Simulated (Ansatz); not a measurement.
Crystal: CuO.

```
CELL_PARAMETERS angstrom
3.42205 0.00000 0.00000
0.00000 3.42205 0.00000
0.00000 0.00000 4.26046
ATOMIC_POSITIONS crystal
Cu 0.00000 0.50000 0.00000
Cu 0.50000 0.00000 0.50000
O 0.00000 0.00000 0.25000
O 0.00000 0.00000 0.75000
```

Measurements of this composition are mostly on another form, of space group No. 15.

Base run:

| Item | Value |
| --- | --- |
| Program | Ansatz 0.2.0 |
| Functional | PBE |
| Potentials or basis | Ansatz PAW |
| Cutoff | 420 eV (not typed: the program's choice for these potentials) |
| k mesh | 8 × 8 × 6 |
| Occupations | fermi-dirac, width 0.05 eV |
| Spin | no spin polarisation |
| Hubbard terms | Cu d U = 6 eV |

Its results: band gap on the k mesh none (metal or under the smearing width); pressure 0.7 GPa.

Q: The run is repeated on the same cell with these changes: hubbard terms from Cu d U = 6 eV to Cu d U = 2 eV. What comes out?

A: Band gap on the k mesh none (metal or under the smearing width); pressure -1.8 GPa.

Caveats: the run has no spin polarisation, though such a crystal can be magnetic; U without spin polarisation on a metal has little footing.
